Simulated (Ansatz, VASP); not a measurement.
One calculation of Zn, two programs

```
Zn
1.0
    -1.53007    1.53007    1.53007
     1.53007   -1.53007    1.53007
     1.53007    1.53007   -1.53007
Zn
1
Direct
  0.00000 0.00000 0.00000
```

Alike in both runs: functional PBEsol; k mesh 18 × 18 × 18; occupations gaussian, width 0.1 eV; no spin polarisation.

Ansatz relaxed the structure, and its values are those at the end. VASP's run is a single point on that final structure, the one shown.

|  | VASP | Ansatz |
| --- | --- | --- |
| version | VASP 6.6.1 | Ansatz 0.2.0 |
| potentials or method | VASP PAW PBE potentials, release 64 (Zn) | scalar-relativistic, plane waves, PAW |
| plane-wave cutoff (eV) | 520 | 520 |
| valence electrons in the cell | 12 | 12 |

VASP gave:

```
gap on the k mesh at the Fermi level (eV) : none
pressure (GPa)                            : 0.4
```

Q: Which values does Ansatz return?

A: gap on the k mesh at the Fermi level (eV): none; pressure (GPa): 0.0.

A gap of «none» marks a metal or a gap that the smearing closes.

Caveats: the PAW data sets were made with another functional, which shifts forces and pressure a little (VASP).
